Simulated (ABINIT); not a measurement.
Crystal: Bi.

```xyz
2
Lattice="2.2675 1.3091 3.9380 -2.2675 1.3091 3.9380 0.0000 -2.6183 3.9380" Properties=species:S:1:pos:R:3 pbc="T T T"
Bi    0.0000    0.0000    9.0495
Bi    0.0000    0.0000    2.7645
```

```yaml
Program: ABINIT 10.8.3 (patched build)
Task: single point
Functional: PBE
Potentials_or_basis: JTH PAW PBE v2.0
Cutoff: 599 eV
k_mesh: 7 × 7 × 7
Occupations: fermi-dirac, width 0.05 eV
Spin: no spin polarisation
```

On this cell: pressure 2.1 GPa; largest force 0.207 eV/Å; band gap on the k mesh 0.27 eV, indirect (least direct gap 0.53 eV).

The same run follows on a disturbed copy (atoms moved at random, drawn with an rms of 0.05 Å):

```xyz
2
Lattice="2.2675 1.3091 3.9380 -2.2675 1.3091 3.9380 0.0000 -2.6183 3.9380" Properties=species:S:1:pos:R:3 pbc="T T T"
Bi   -0.0313    0.0662    9.1076
Bi   -0.0144    0.0082    2.7686
```

**Question.** What changes?

**Answer.** The energy moves by +11.9 meV/atom; pressure 2.8 GPa; largest force 0.527 eV/Å; band gap on the k mesh 0.24 eV, indirect (least direct gap 0.52 eV).

Forces in eV/Å, atoms in the order of the input:
```
Bi   0.047 -0.196 -0.486
Bi  -0.047  0.196  0.486
```

Stress tensor (GPa, compression positive):
```
 2.25  0.13 -0.23
 0.13  3.33  0.91
-0.23  0.91  2.68
```

Caveats: spin-orbit coupling is left out, which as a rule narrows the gap of such compounds by several tenths of an eV; an odd mesh through Γ misses points on the zone boundary, where band edges often lie.
